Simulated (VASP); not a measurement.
SrO, 2 atoms in the cell. The structure is cubic, space group Fm-3m (No. 225). The conventional cell has a = 5.152 Å, b = 5.152 Å, c = 5.152 Å, α = 90.00°, β = 90.00°, γ = 90.00°. Sr (site symmetry m-3m) has 6 O at 2.58 Å as nearest neighbours. Around O (site symmetry m-3m) lie 6 Sr at 2.58 Å.  The cell isn't the ideal one: a relaxed cell with its volume scaled by 0.98.

```yaml
Program: VASP 6.6.1
Task: relaxation of the atoms
Functional: PBE
Potentials_or_basis: VASP PAW PBE potentials, release 64 (Sr_sv, O_s)
Cutoff: 300 eV
k_mesh: 5 × 5 × 5
Occupations: gaussian, width 0.03 eV
Spin: no spin polarisation
Further_INCAR_settings: ALGO = Normal; EDIFF = 1e-07; IBRION = 2; EDIFFG = -0.01; NSW = 40
```

Potentials or basis: VASP PAW PBE potentials, release 64 (Sr_sv, O_s).

Launch:

```sh
$ cat potpaw_PBE.64/Sr_sv/POTCAR potpaw_PBE.64/O_s/POTCAR > POTCAR
$ mpirun -np 1 vasp_std > vasp.out
```

Hardware: 1 thread of Intel(R) Xeon(R) 6975P-C (Granite Rapids), with other jobs on the host.

Q: Estimate the wall time of this run.

A: Wall time 2.5 s on 1 thread of Intel(R) Xeon(R) 6975P-C (Granite Rapids), with other jobs on the host, peak memory 0.13 GiB. Counts: scf iterations 15, k points 10, ion steps 1.
